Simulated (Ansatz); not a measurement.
A strain series on MgO (rocksalt): biaxial in x and y, z held

Rocksalt MgO, relaxed with r2SCAN in Ansatz, then strained (biaxial in x and y, z held; changes of length per length, axes as in the cell below) with the atoms relaxed again within the symmetry that is left. Space group Fm-3m (No. 225), cubic; a = 4.204 Å in the conventional setting, 9.29 Å³ an atom. Around Mg lie 6 O at 2.10 Å; around O lie 6 Mg at 2.10 Å. Calculated for a static, non-magnetic cell.

```xyz
2
Lattice="0.0000 2.1022 2.1022 2.1022 0.0000 2.1022 2.1022 2.1022 0.0000" Properties=species:S:1:pos:R:3 pbc="T T T"
Mg    0.0000    0.0000    0.0000
O     2.1022    2.1022    2.1022
```

Gaps are the least over each mesh (PBE 10×10×10, r2SCAN 10×10×10, HSE06 8×8×8 when unstrained) and the special points, which keep their unstrained names; stress is the change from the unstrained cell, compression positive.

| strain (%) | gap, PBE (eV) | gap, r2SCAN (eV) | gap, HSE06 (eV) | edges, HSE06 | in-plane stress, r2SCAN (GPa) | energy rise, r2SCAN (meV/atom) |
| --- | --- | --- | --- | --- | --- | --- |
| -5.86 | 5.971 | 6.908 | 7.796 | Γ | +34.92 | 100.5 |
| -5.01 | 5.788 | 6.718 | 7.602 | Γ | +28.20 | 71.2 |
| 0.0 | 4.797 | 5.685 | 6.541 | Γ | 0.00 | 0.0 |
| +5.85 | 3.707 | 4.546 | 5.330 | Γ | -16.42 | 65.4 |

**Question.** Estimate the row for a strain of +4.56 %.

**Answer.**

| strain (%) | gap, PBE (eV) | gap, r2SCAN (eV) | gap, HSE06 (eV) | edges, HSE06 | in-plane stress, r2SCAN (GPa) | energy rise, r2SCAN (meV/atom) |
| --- | --- | --- | --- | --- | --- | --- |
| +4.56 | 3.931 | 4.780 | 5.579 | Γ | -13.87 | 41.6 |

Between zero and the nearest strains the slope of the HSE06 gap against strain is -0.212 eV per percent for negative and -0.211 for positive strain.

The meshes of the hybrids are coarse, so their gaps aren't converged to the digits shown.
